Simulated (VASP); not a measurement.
Wanted: an ASE script for a VASP 6.6.1 run.

- Task: single point
- Functional: PBEsol
- Potentials or basis: VASP PAW PBE potentials, release 64 (Pr_3), 4f in core
- Cutoff: 600 eV
- k mesh: 8 × 8 × 3
- Occupations: gaussian, width 0.1 eV
- Spin: collinear spin, ferromagnetic start
- Starting moments: [2.0, 2.0, 2.0, 2.0] μB
- Further INCAR settings: ALGO = Fast; EDIFF = 1.00e-06

The structure of Pr lies in Pr.cif:

```cif
data_Pr
_cell_length_a 3.67250000
_cell_length_b 3.67250000
_cell_length_c 11.83540000
_cell_angle_alpha 90.00000000
_cell_angle_beta 90.00000000
_cell_angle_gamma 120.00000000
_space_group_name_H-M_alt 'P1'
_space_group_name_Hall 'P 1'
_space_group_IT_number 1
loop_
_space_group_symop_operation_xyz
'x,y,z'
loop_
_atom_site_label
_atom_site_type_symbol
_atom_site_symmetry_multiplicity
_atom_site_Wyckoff_symbol
_atom_site_fract_x
_atom_site_fract_y
_atom_site_fract_z
_atom_site_occupancy
Pr1 Pr 1 a 0.6666666667 0.3333333333 0.2500000000 1
Pr2 Pr 1 a 0.3333333333 0.6666666667 0.7500000000 1
Pr3 Pr 1 a 0.0000000000 0.0000000000 0.5000000000 1
Pr4 Pr 1 a 0.0000000000 0.0000000000 0.0000000000 1
```

One way to write it, as run:

run.py

```python
from ase.calculators.vasp import Vasp
from ase.dft.bandgap import bandgap
from ase.io import read

atoms = read('Pr.cif')
atoms.set_initial_magnetic_moments([2.0, 2.0, 2.0, 2.0])
calc = Vasp(
    directory='calc',
    xc='pbesol',
    pp='PBE',
    setups={'base': 'minimal', 'Pr': '_3'},
    prec='Accurate',
    encut=600,
    ediff=1e-06,
    ismear=0,
    sigma=0.1,
    lreal=False,
    lasph=True,
    nelm=100,
    algo='Fast',
    isif=2,
    lwave=False,
    lcharg=False,
    ispin=2,
    lorbit=11,
    lmaxmix=6,
    kpts=[8, 8, 3],
    gamma=True,
)
atoms.calc = calc

print('energy (eV):', atoms.get_potential_energy())
print('free energy (eV):', atoms.get_potential_energy(force_consistent=True))
print('forces (eV/A):')
print(atoms.get_forces())
print('stress (eV/A^3, Voigt):', atoms.get_stress())
print('Fermi level (eV):', calc.get_fermi_level())
print('moment (muB):', atoms.get_magnetic_moment())
print('site moments (muB):', atoms.get_magnetic_moments())
gap, top, bottom = bandgap(calc)
print('band gap (eV):', gap, 'from (spin, k, band)', top, 'to', bottom)
```

Potentials or basis: VASP PAW PBE potentials, release 64 (Pr_3), 4f in core.

Launch:

```sh
$ python run.py
```

Results of the run:

| Item | Value |
| --- | --- |
| Pressure | -0.6 GPa |
| Band gap on the k mesh | none (metal or under the smearing width) |
| Net moment | 0.00 μB per cell |
| Valence electrons inside the program's atomic spheres | Pr 8.81 |

Caveat: the magnetic or orbital state may not be the lowest; the PAW data sets were made with another functional, which shifts forces and pressure a little; spin-orbit coupling is left out, which moves the levels of the heavy elements; the 4f electrons are frozen in the core as for a trivalent ion, so they carry no moment and show no levels.

Run time: 2.9 min on 1 thread of AMD EPYC 9R45 96-Core Processor (Zen 5), with other jobs on the host, peak memory 0.39 GiB.
